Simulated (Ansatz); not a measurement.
**Zn: the crystal squeezed far**

How does Zn (fcc type) answer strong compression? The runs shown use PAW. Its runs: cell relaxed at zero pressure (PAW); volume scaled by 1 (PAW); volume scaled by 0.9 (PAW and PAW (source ansatz)); volume scaled by 0.8 (PAW); volume scaled by 0.7 (PAW); volume scaled by 0.6 (PAW); volume scaled by 0.5 (PAW); volume scaled by 0.4 (PAW and PAW (source ansatz)).

Computed with Ansatz 0.2.0 (DFT PBE, with the methods named in each step, unless a step's input says otherwise).

### Step 1. The structure to begin with

It takes space group Fm-3m (No. 225, cubic). The conventional cell has a = 3.928 Å, b = 3.928 Å, c = 3.928 Å, α = 90.00°, β = 90.00°, γ = 90.00°. Zn (site symmetry m-3m) has 12 Zn at 2.78 Å as nearest neighbours.

Structure file:

```
Zn
1.0
     0.00000    1.96411    1.96411
     1.96411    0.00000    1.96411
     1.96411    1.96411    0.00000
Zn
1
Direct
  0.00000 0.00000 0.00000
```

Whether this phase is the stable one at these pressures isn't tested.

### Step 2. Cell relaxed at zero pressure, PAW

input.yaml reads:

```yaml
crystal:
  lattice:
    - [0.0, 1.9641097993, 1.9641097993]
    - [1.9641097993, 0.0, 1.9641097993]
    - [1.9641097993, 1.9641097993, 0.0]
  atoms:
    - { symbol: Zn, position: [0.0, 0.0, 0.0] }
kpoints:
  mp_grid: { grid: [17, 17, 17] }
scf:
  occupations: { method: fermi_dirac, width: 0.05 }
hamiltonian:
  xc: pbe
  pseudopotentials: { kind: paw }
output:
  forces: true
  stress: true
relax:
  f_tol: 0.005
  max_steps: 40
  cell: {}
```

Launch:

```
$ ansatz run input.yaml --threads 1 --pin off --max-ram 2048MiB --backend cpu --events-out ev --progress --plain --runs-dir out
```

Further steps of the session: Volume scaled by 1, PAW; Volume scaled by 0.9, PAW; Volume scaled by 0.9, PAW (source ansatz); Volume scaled by 0.8, PAW; Volume scaled by 0.7, PAW; Volume scaled by 0.6, PAW; Volume scaled by 0.5, PAW; Volume scaled by 0.4, PAW; Volume scaled by 0.4, PAW (source ansatz).

**Question.** What will these runs give? Wanted: PAW pressure at 0.4 of the volume; fitted bulk modulus at zero pressure.

As calculated:

| quantity | value |
| --- | --- |
| PAW pressure at 0.4 of the volume | 642.2 GPa |
| fitted bulk modulus at zero pressure (PAW) | 74 GPa |
| its pressure derivative | 4.82 |

In words: By PAW the pressure climbs to 642 GPa at 0.4 of the first volume. A third-order Birch-Murnaghan curve fits the range only roughly (B₀ = 74 GPa, B′ = 4.82, misfit at most 3.07 GPa). A fit over so wide a range leans to the high pressures, so B₀ can be off by several per cent. No all-electron run checks these rows here, and frozen cores can fail under such compression. The ions are at rest, and the electrons smeared by 0.05 eV.
